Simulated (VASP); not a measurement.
# Pb (P6_3/mmc) in VASP: notebook, part 2 of 2

VASP 6.6.1. The steps go on from the part before.

**4. Single point, PBEsol**

File INCAR:

```
PREC = Accurate
ENCUT = 550
EDIFF = 1E-6
ISMEAR = -1
SIGMA = 0.2
LREAL = False
LASPH = True
NELM = 100
ALGO = Normal
ISIF = 2
LWAVE = False
LCHARG = False
GGA = PS
ADDGRID = False
```

File KPOINTS:

```
regular mesh
0
Gamma
  19 19 10
```

File POSCAR:

```
Pb
1.0
    3.4800000000      0.0000000000      0.0000000000
   -1.7400000000      3.0137684052      0.0000000000
    0.0000000000      0.0000000000      5.5900000000
Pb
2
Direct
    0.6666666667      0.3333333333      0.7500000000
    0.3333333333      0.6666666667      0.2500000000
```

Potentials or basis: VASP PAW PBE potentials, release 64 (Pb_d).

Launch:

```
cat potpaw_PBE.64/Pb_d/POTCAR > POTCAR
mpirun -np 1 vasp_std > vasp.out
```

OUTCAR:

```text
PREC = Accurate
   ENCUT = 550
   EDIFF = 1E-6
   ISMEAR = -1
   LREAL = False
   LASPH = True
   NELM = 100
   ISIF = 2
   GGA = PS

 Found    240 irreducible k-points:

 Following reciprocal coordinates:
            Coordinates               Weight
  0.000000  0.000000  0.000000      1.000000
  0.052632  0.000000  0.000000      6.000000
  0.105263  0.000000  0.000000      6.000000
  0.157895  0.000000  0.000000      6.000000
  0.210526 -0.000000  0.000000      6.000000
[... 203 lines left out ...]
------------------------ aborting loop because EDIFF is reached ----------------------------------------

  FORCE on cell =-STRESS in cart. coord.  units (eV):
  Direction    XX          YY          ZZ          XY          YZ          ZX
  --------------------------------------------------------------------------------------
  -------------------------------------------------------------------------------------
  Total        0.2018820      0.2018820      0.7939263     -0.0000000      0.0000000      0.0000000
  in kB        5.5170548      5.5170548     21.6965092     -0.0000000      0.0000000      0.0000000
  external PRESSURE =      10.9102063 kB  Pullay stress =       0.0000000 kB

 VOLUME and BASIS-vectors are now :
 -----------------------------------------------------------------------------
  energy-cutoff  :      550.00
  volume of cell :       58.63
      direct lattice vectors                 reciprocal lattice vectors
     3.480000000  0.000000000  0.000000000     0.287356322  0.165905250  0.000000000
    -1.740000000  3.013768405  0.000000000     0.000000000  0.331810500  0.000000000
     0.000000000  0.000000000  5.590000000     0.000000000  0.000000000  0.178890877

 POSITION                                       TOTAL-FORCE (eV/Angst)
 -----------------------------------------------------------------------------------
      1.74000      1.00459      4.19250         0.000000      0.000000      0.000000
     -0.00000      2.00918      1.39750        -0.000000      0.000000      0.000000
 -----------------------------------------------------------------------------------
    total drift:                               -0.000000      0.000000      0.000000

  FREE ENERGIE OF THE ION-ELECTRON SYSTEM (eV)
  ---------------------------------------------------
  free  energy   TOTEN  =        -8.0349699759 eV

  energy  without entropy=       -7.8930370441  energy(sigma->0) =       -7.96400351
```

OSZICAR:

```text
N       E                     dE             d eps       ncg     rms          rms(c)
DAV:   1     0.284351280024E+03    0.28435E+03   -0.15183E+04  8642   0.200E+03
DAV:   2     0.108041932824E+02   -0.27355E+03   -0.27007E+03  8652   0.443E+02
DAV:   3    -0.753688506639E+01   -0.18341E+02   -0.18081E+02 10728   0.145E+02
DAV:   4    -0.805223729774E+01   -0.51535E+00   -0.51410E+00 10304   0.278E+01
DAV:   5    -0.807272546488E+01   -0.20488E-01   -0.20487E-01 10660   0.497E+00    0.868E-01
DAV:   6    -0.804312165734E+01    0.29604E-01   -0.55456E-02 11324   0.358E+00    0.405E-01
DAV:   7    -0.803548597155E+01    0.76357E-02   -0.21095E-02 11298   0.212E+00    0.128E-01
DAV:   8    -0.803497310924E+01    0.51286E-03   -0.10310E-03 11306   0.523E-01    0.130E-02
DAV:   9    -0.803497006898E+01    0.30403E-05   -0.34338E-05 11268   0.996E-02    0.619E-03
DAV:  10    -0.803496997592E+01    0.93054E-07   -0.15497E-06  7072   0.146E-02
   1 F= -.80349700E+01 E0= -.79640035E+01  d E =-.141933E+00
```

stdout:

```text
POSCAR found type information on POSCAR Pb
 POSCAR found :  1 types and       2 ions
 scaLAPACK will be used
 -----------------------------------------------------------------------------
|                                                                             |
|                                                                             |
|     You enforced a specific xc type in the INCAR file but a different       |
|     I HOPE YOU KNOW WHAT YOU ARE DOING!                                     |
|                                                                             |
 -----------------------------------------------------------------------------

 LDA part: xc-table for (Slater+PW92), standard interpolation
 POSCAR, INCAR and KPOINTS ok, starting setup
 FFT: planning ... GRIDC
 FFT: planning ... GRID_SOFT
 FFT: planning ... GRID
 WAVECAR not read
 entering main loop
```

Run time: 67 s. Hardware: 1 thread of Intel Xeon 6975P-C (Granite Rapids), shared host; peak memory 0.35 GiB.

The run converged, but some of its settings lie outside the range that counts as converged, so its numbers aren't taken as properties of the crystal.

Results:

- Free energy: -8.0350 eV
- Pressure: 1.1 GPa
- Band gap on the k mesh: none (metal or under the smearing width)

Caveat: the PAW data sets were made with another functional, which shifts forces and pressure a little.

**5. Single point, PBEsol**

INCAR is that of step 4.

KPOINTS is that of step 4.

File POSCAR:

```
Pb
1.0
    3.4800000000      0.0000000000      0.0000000000
   -1.7400000000      3.0137684052      0.0000000000
    0.0000000000      0.0000000000      5.5900000000
Pb
2
Direct
    0.6916670000      0.3496840000      0.7502860000
    0.3559200000      0.6835750000      0.2530120000
```

Potentials or basis: VASP PAW PBE potentials, release 64 (Pb_d).

Launch:

```
cat potpaw_PBE.64/Pb_d/POTCAR > POTCAR
mpirun -np 1 vasp_std > vasp.out
```

OUTCAR:

```text
PREC = Accurate
   ENCUT = 550
   EDIFF = 1E-6
   ISMEAR = -1
   LREAL = False
   LASPH = True
   NELM = 100
   ISIF = 2
   GGA = PS

 Found   1806 irreducible k-points:

 Following reciprocal coordinates:
            Coordinates               Weight
  0.000000  0.000000  0.000000      1.000000
  0.052632  0.000000  0.000000      2.000000
  0.000000  0.052632  0.000000      2.000000
 -0.052632  0.052632  0.000000      2.000000
  0.105263  0.000000  0.000000      2.000000
  0.000000  0.105263  0.000000      2.000000
   k-points           NKPTS =   1806   k-points in BZ     NKDIM =   1806   number of bands    NBANDS=     18
   number of dos      NEDOS =    301   number of ions     NIONS =      2
   total plane-waves  NPLWV =  37632
   dimension x,y,z NGX =    28 NGY =   28 NGZ =   48
   dimension x,y,z NGXF=    56 NGYF=   56 NGZF=   96
   ions per type =               2
   NGX,Y,Z   is equivalent  to a cutoff of  13.38, 13.38, 14.28 a.u.
   NGXF,Y,Z  is equivalent  to a cutoff of  26.75, 26.75, 28.55 a.u.
 SYSTEM =  unknown system
   PREC   = accura    normal or accurate (medium, high low for compatibility)
   ISTART =      0    job   : 0-new  1-cont  2-samecut
   ICHARG =      2    charge: 1-file 2-atom 10-const
   ISPIN  =      1    spin polarized calculation?
   LNONCOLLINEAR =      F non collinear calculations
   LSORBIT =      F    spin-orbit coupling
   LASPH  =      T    aspherical Exc in radial PAW
   ENCUT  =  550.0 eV  40.42 Ry    6.36 a.u.   6.65  6.65 10.69*2*pi/ulx,y,z
   NELM   =    100;   NELMIN=  2; NELMDL= -5     # of ELM steps
   EDIFF  = 0.1E-05   stopping-criterion for ELM
   LREAL  =      F    real-space projection
   EDIFFG = 0.1E-04   stopping-criterion for IOM
   NSW    =      0    number of steps for IOM
   IBRION =     -1    ionic relax: 0-MD 1-quasi-New 2-CG
   NFREE  =      0    steps in history (QN), initial steepest desc. (CG)
   ISIF   =      2    stress and relaxation
   ISYM   =      2    0-nonsym 1-usesym 2-fastsym
   POTIM  = 0.5000    time-step for ionic-motion
   TEBEG  =    0.0;   TEEND  =   0.0 temperature during run
   PSTRESS=    0.0 pullay stress
   NELECT =      28.0000    total number of electrons
   NUPDOWN=      -1.0000    fix difference up-down
   EMIN   =  10.00;   EMAX   =-10.00  energy-range for DOS
   EFERMI =   0.00;   METHOD = LEGACY
   ISMEAR =    -1;   SIGMA  =   0.20  broadening in eV -4-tet -1-fermi 0-gaus
   EFERMI_NEDOS =   21; number of points for ismear=-14 and -15
   IALGO  =     38    algorithm
   IMIX   =      4    mixing-type and parameters
     AMIX     =   0.40;   BMIX     =  1.00
     AMIX_MAG =   1.60;   BMIX_MAG =  1.00
  volume/ion in A,a.u.               =      29.31       197.82
  Fermi-wavevector in a.u.,A,eV,Ry     =   1.279658  2.418203 22.279870  1.637524
  Thomas-Fermi vector in A             =   2.412131
   LORBIT       =      0    0 simple, 1 ext, 2 COOP (PROOUT), +10 PAW based schemes
   GGA     = PS    functional components
   LHFCALC =     F    Hartree Fock is set to
   AEXX    =    0.0000 exact exchange contribution
   IVDW    =     0    specifies the selected vdW correction
   LEPSILON=     F    determine dielectric tensor
   LRPA    =     F    only Hartree local field effects (RPA)
 non-spin polarized calculation
  energy-cutoff  :      550.00
  volume of cell :       58.63
 maximum number of plane-waves:      1751
   NGX = 13   NGY = 13   NGZ = 21

 number of electron      27.9999999 magnetization

 Free energy of the ion-electron system (eV)
  ---------------------------------------------------
  ext. energy  EPLUGINS =         0.00000000
  ---------------------------------------------------
  free energy    TOTEN  =        -8.03466459 eV

  energy without entropy =       -7.89274006  energy(sigma->0) =       -7.96370233

 E-fermi :   7.4432     XC(G=0): -10.5063

 val. band max:        7.4418406531   @ k =   0.1579   0.3158  -0.2000
 cond. band min:       7.4441958158   @ k =   0.1579  -0.4737   0.2000
 fundamental gap:      0.0023551626
 Fermi energy:         7.4431797625

 k-point     1 :       0.0000    0.0000    0.0000
  band No.  band energies     occupation
      1      -9.5731      2.00000
      2      -9.5230      2.00000
      3      -9.5088      2.00000
      4      -9.5083      2.00000
      5      -9.4838      2.00000
      6      -9.4833      2.00000
[... 10 lines left out ...]
     17      14.9679      0.00000
     18      15.6170      0.00000

 k-point     2 :       0.0526    0.0000    0.0000
  band No.  band energies     occupation
      1      -9.5702      2.00000
      2      -9.5297      2.00000
      3      -9.5013      2.00000
      4      -9.4996      2.00000
      5      -9.4820      2.00000
      6      -9.4770      2.00000
[... 10 lines left out ...]
     17      15.0471      0.00000
     18      15.5638      0.00000

 k-point     3 :       0.0000    0.0526    0.0000
  band No.  band energies     occupation
      1      -9.5703      2.00000
      2      -9.5296      2.00000
      3      -9.5014      2.00000
      4      -9.4995      2.00000
      5      -9.4823      2.00000
      6      -9.4769      2.00000
[... 10 lines left out ...]
     17      15.0571      0.00000
     18      15.5642      0.00000

 k-point     4 :      -0.0526    0.0526    0.0000
  band No.  band energies     occupation
      1      -9.5705      2.00000
      2      -9.5292      2.00000
      3      -9.5017      2.00000
      4      -9.4992      2.00000
      5      -9.4827      2.00000
      6      -9.4766      2.00000
[... 10 lines left out ...]
     17      15.0749      0.00000
     18      15.5650      0.00000

 k-point     5 :       0.1053    0.0000    0.0000
  band No.  band energies     occupation
      1      -9.5694      2.00000
      2      -9.5338      2.00000
      3      -9.4872      2.00000
      4      -9.4810      2.00000
      5      -9.4722      2.00000
      6      -9.4587      2.00000
[... 10 lines left out ...]
     17      15.1673      0.00000
     18      15.3342      0.00000

 k-point     6 :       0.0000    0.1053    0.0000
  band No.  band energies     occupation
      1      -9.5697      2.00000
      2      -9.5335      2.00000
      3      -9.4868      2.00000
      4      -9.4811      2.00000
      5      -9.4726      2.00000
      6      -9.4589      2.00000
[... 10 lines left out ...]
     17      15.1733      0.00000
     18      15.3360      0.00000

 [... further k-points ...]

------------------------ aborting loop because EDIFF is reached ----------------------------------------

  FORCE on cell =-STRESS in cart. coord.  units (eV):
  Direction    XX          YY          ZZ          XY          YZ          ZX
  --------------------------------------------------------------------------------------
  -------------------------------------------------------------------------------------
  Total        0.2040824      0.2060410      0.7980776      0.0056833      0.0001267     -0.0006892
  in kB        5.5771865      5.6307114     21.8099551      0.1553131      0.0034633     -0.0188354
  external PRESSURE =      11.0059510 kB  Pullay stress =       0.0000000 kB

 VOLUME and BASIS-vectors are now :
 -----------------------------------------------------------------------------
  energy-cutoff  :      550.00
  volume of cell :       58.63
      direct lattice vectors                 reciprocal lattice vectors
     3.480000000  0.000000000  0.000000000     0.287356322  0.165905250  0.000000000
    -1.740000000  3.013768405  0.000000000     0.000000000  0.331810500  0.000000000
     0.000000000  0.000000000  5.590000000     0.000000000  0.000000000  0.178890877

 POSITION                                       TOTAL-FORCE (eV/Angst)
 -----------------------------------------------------------------------------------
      1.79855      1.05387      4.19410        -0.003630      0.000713      0.038126
      0.04918      2.06014      1.41434         0.003630     -0.000713     -0.038126
 -----------------------------------------------------------------------------------
    total drift:                                0.000015     -0.000000      0.000003

  FREE ENERGIE OF THE ION-ELECTRON SYSTEM (eV)
  ---------------------------------------------------
  free  energy   TOTEN  =        -8.0346645937 eV

  energy  without entropy=       -7.8927400626  energy(sigma->0) =       -7.96370233
```

stdout:

```text
POSCAR found type information on POSCAR Pb
 POSCAR found :  1 types and       2 ions
 scaLAPACK will be used
 -----------------------------------------------------------------------------
|                                                                             |
|                                                                             |
|     You enforced a specific xc type in the INCAR file but a different       |
|     I HOPE YOU KNOW WHAT YOU ARE DOING!                                     |
|                                                                             |
 -----------------------------------------------------------------------------

 LDA part: xc-table for (Slater+PW92), standard interpolation
 POSCAR, INCAR and KPOINTS ok, starting setup
 FFT: planning ... GRIDC
 FFT: planning ... GRID_SOFT
 FFT: planning ... GRID
 WAVECAR not read
 entering main loop
```

Wall time 8.1 min (1 thread of Intel Xeon 6975P-C (Granite Rapids), shared host); peak memory 1.6 GiB.

These settings aren't checked as converged: the numbers below hold their error.

What came out:

* Free energy: -8.0347 eV
* Pressure: 1.1 GPa
* Largest force: 0.038 eV/Å
* Band gap on the k mesh: none (metal or under the smearing width)

Caveat: the PAW data sets were made with another functional, which shifts forces and pressure a little.

**6. Single point, PBEsol**

INCAR, as its differences from that of step 5:

```diff
@@ -1,2 +1,2 @@
-PREC = Accurate
+PREC = Low
 ENCUT = 550
```

KPOINTS is that of step 5.

File POSCAR:

```
Pb
1.0
    3.4800000000      0.0000000000      0.0000000000
   -1.7400000000      3.0137684052      0.0000000000
    0.0000000000      0.0000000000      5.5900000000
Pb
2
Direct
    0.6666666667      0.3333333333      0.7500000000
    0.3333333333      0.6666666667      0.2500000000
```

Potentials or basis: VASP PAW PBE potentials, release 64 (Pb_d).

Launch:

```
cat potpaw_PBE.64/Pb_d/POTCAR > POTCAR
mpirun -np 1 vasp_std > vasp.out
```

OUTCAR:

```text
PREC = Low
   ENCUT = 550
   EDIFF = 1E-6
   ISMEAR = -1
   LREAL = False
   LASPH = True
   NELM = 100
   ISIF = 2
   GGA = PS

 Found    240 irreducible k-points:

 Following reciprocal coordinates:
            Coordinates               Weight
  0.000000  0.000000  0.000000      1.000000
  0.052632  0.000000  0.000000      6.000000
  0.105263  0.000000  0.000000      6.000000
  0.157895  0.000000  0.000000      6.000000
  0.210526 -0.000000  0.000000      6.000000
[... 199 lines left out ...]

 [... further k-points ...]

------------------------ aborting loop because EDIFF is reached ----------------------------------------

  FORCE on cell =-STRESS in cart. coord.  units (eV):
  Direction    XX          YY          ZZ          XY          YZ          ZX
  --------------------------------------------------------------------------------------
  -------------------------------------------------------------------------------------
  Total        0.1990821      0.1990821      0.8308991      0.0000000      0.0000000     -0.0000000
  in kB        5.4405386      5.4405386     22.7069055      0.0000000      0.0000000     -0.0000000
  external PRESSURE =      11.1959942 kB  Pullay stress =       0.0000000 kB

 VOLUME and BASIS-vectors are now :
 -----------------------------------------------------------------------------
  energy-cutoff  :      550.00
  volume of cell :       58.63
      direct lattice vectors                 reciprocal lattice vectors
     3.480000000  0.000000000  0.000000000     0.287356322  0.165905250  0.000000000
    -1.740000000  3.013768405  0.000000000     0.000000000  0.331810500  0.000000000
     0.000000000  0.000000000  5.590000000     0.000000000  0.000000000  0.178890877

 POSITION                                       TOTAL-FORCE (eV/Angst)
 -----------------------------------------------------------------------------------
      1.74000      1.00459      4.19250         0.000000      0.000000      0.000000
     -0.00000      2.00918      1.39750        -0.000000      0.000000      0.000000
 -----------------------------------------------------------------------------------
    total drift:                               -0.000000      0.000000      0.000000

  FREE ENERGIE OF THE ION-ELECTRON SYSTEM (eV)
  ---------------------------------------------------
  free  energy   TOTEN  =        -8.0359689744 eV

  energy  without entropy=       -7.8940374921  energy(sigma->0) =       -7.96500323
```

OSZICAR:

```text
N       E                     dE             d eps       ncg     rms          rms(c)
DAV:   1     0.284350346299E+03    0.28435E+03   -0.15183E+04  8642   0.200E+03
DAV:   2     0.108034691890E+02   -0.27355E+03   -0.27007E+03  8652   0.443E+02
DAV:   3    -0.753776755769E+01   -0.18341E+02   -0.18081E+02 10728   0.145E+02
DAV:   4    -0.805311148454E+01   -0.51534E+00   -0.51409E+00 10304   0.278E+01
DAV:   5    -0.807359677566E+01   -0.20485E-01   -0.20484E-01 10644   0.497E+00    0.868E-01
DAV:   6    -0.804410762751E+01    0.29489E-01   -0.55470E-02 11324   0.358E+00    0.405E-01
DAV:   7    -0.803648290687E+01    0.76247E-02   -0.21087E-02 11294   0.212E+00    0.128E-01
DAV:   8    -0.803597192041E+01    0.51099E-03   -0.10303E-03 11314   0.522E-01    0.130E-02
DAV:   9    -0.803596904067E+01    0.28797E-05   -0.34239E-05 11262   0.994E-02    0.619E-03
DAV:  10    -0.803596897436E+01    0.66314E-07   -0.15485E-06  7060   0.146E-02
   1 F= -.80359690E+01 E0= -.79650032E+01  d E =-.141931E+00
```

Wall time 38 s (1 thread of Intel Xeon 6975P-C (Granite Rapids), shared host); peak memory 0.29 GiB.

The run converged, but some of its settings lie outside the range that counts as converged, so its numbers aren't taken as properties of the crystal.

What came out:

```yaml
Free_energy: -8.0360 eV
Pressure: 1.1 GPa
Band_gap_on_the_k_mesh: none (metal or under the smearing width)
```

Caveat: the PAW data sets were made with another functional, which shifts forces and pressure a little.
